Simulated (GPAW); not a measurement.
Runs of GPAW 26.7.0 on Ti. Symmetry: P6_3/mmc, No. 194, hexagonal system. The conventional cell has a = 2.950 Å, b = 2.950 Å, c = 4.680 Å, α = 90.00°, β = 90.00°, γ = 120.00°. Around Ti (site symmetry -6m2) lie 12 Ti at 2.89 to 2.95 Å. 

| task | level | potentials or basis | cell | k mesh | optimizer | fmax | max steps | target pressure | convergence | gap on the mesh (eV) | pressure (GPa) | relaxed volume (Å³/atom) |
| --- | --- | --- | --- | --- | --- | --- | --- | --- | --- | --- | --- | --- |
| relaxation of cell and atoms | PBEsol+D4 | PAW data sets generated in the run's folder for this functional, pw | relaxed to -1 GPa | 10 × 10 × 6 | LBFGS | 0.02 eV/Å | 60 | -1 GPa | density=1e-05 forces=0.0001 | none | -1.1 | - |
| relaxation of cell and atoms | revPBE+D3(BJ) | the program's PAW data sets (release 1.2.1) made for this functional, pw | relaxed | 10 × 10 × 6 | BFGS | 0.02 eV/Å | 100 | - | density=1e-05 forces=0.0001 | none | 0.0 | 16.01 |
| relaxation of cell and atoms | revPBE+D4 | the program's PAW data sets (release 1.2.1) made for this functional, pw | relaxed to 10 GPa | 10 × 10 × 6 | FIRE | 0.05 eV/Å | 100 | 10 GPa | density=1e-05 forces=0.0001 | none | 10.4 | - |
| band structure | M06-L | GPAW PAW data sets (gpaw-data 1.2.1), pw | as given | 7 × 7 × 4 | - | - | - | - | - | - | (b) | - |
| relaxation of cell and atoms | BLYP+D4 | PAW data sets generated in the run's folder for this functional, pw | relaxed | 10 × 10 × 6 | FIRE | 0.02 eV/Å | 100 | - | density=1e-05 forces=0.0001 | none | 0.0 | (a) |
| relaxation of cell and atoms | BLYP+D3(BJ) | PAW data sets generated in the run's folder for this functional, pw | relaxed | 10 × 10 × 6 | LBFGS | 0.02 eV/Å | 60 | - | density=1e-05 forces=0.0001 | none | -0.1 | 15.57 |
| relaxation of cell and atoms | RPBE+D3(BJ) | the program's PAW data sets (release 1.2.1) made for this functional, pw | relaxed to 5 GPa | 10 × 10 × 6 | FIRE | 0.01 eV/Å | 40 | 5 GPa | density=1e-05 forces=0.0001 | none | 5.0 | - |
| relaxation of cell and atoms | PBEsol+D3(BJ) | PAW data sets generated in the run's folder for this functional, pw | relaxed | 10 × 10 × 6 | FIRE | 0.05 eV/Å | 100 | - | density=1e-05 forces=0.0001 | none | -0.4 | 15.88 |

Alike in all rows: no spin polarisation; cutoff (eV) 600; smearing fermi-dirac 0.05 eV.

Q: Estimate the missing entries.

A: (a) 17.14; (b) -2.1.

Caveats: later steps reuse the first step's grids (some runs); pairwise dispersion overbinds metals, which lowers pressure and volume (some runs); the PAW data sets were made with another functional, which shifts forces and pressure a little (some runs); the volume moved by -12 % from the deposited cell, more than functionals usually miss (some runs); the volume moved by over 15 % at a fixed basis, so the end points are rough (some runs).

A gap of «none» marks a metal or a gap under the smearing width.

Runs at the PBE level aren't shown here.
